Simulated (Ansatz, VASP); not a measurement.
# SiC in VASP and in Ansatz

```
Si C
1.0
     3.09412    0.00000    0.00000
    -1.54706    2.67959    0.00000
     0.00000    0.00000   10.12934
Si C
4 4
Direct
  0.66667 0.33333 0.93784
  0.33333 0.66667 0.43784
  0.00000 0.00000 0.68790
  0.00000 0.00000 0.18790
  0.66667 0.33333 0.74981
  0.33333 0.66667 0.24981
  0.00000 0.00000 0.50045
  0.00000 0.00000 0.00045
```

Alike in both runs: functional PBE; k mesh 12 × 12 × 4; occupations gaussian, width 0.02 eV; no spin polarisation.

Ansatz relaxed the structure, and its values are those at the end. VASP's run is a single point on that final structure, the one shown.

|  | VASP | Ansatz |
| --- | --- | --- |
| version | VASP 6.6.1 | Ansatz 0.2.0 |
| potentials or method | VASP PAW PBE potentials, release 64 (Si, C) | scalar-relativistic, plane waves, PAW |
| plane-wave cutoff (eV) | 520 | 420 |
| valence electrons in the cell | 32 | 32 |

|  | VASP | Ansatz | Ansatz less VASP |
| --- | --- | --- | --- |
| gap on the k mesh at the Fermi level (eV) | 2.22 | 2.22 | +0.001 |
| least direct gap on the mesh (eV) | 3.34 | 3.34 | +0.002 |
| pressure (GPa) | 0.0 | 0.0 | +0.05 |

A k mesh can miss the band edges. PBE gaps usually lie below the measured ones, often by a third to a half.
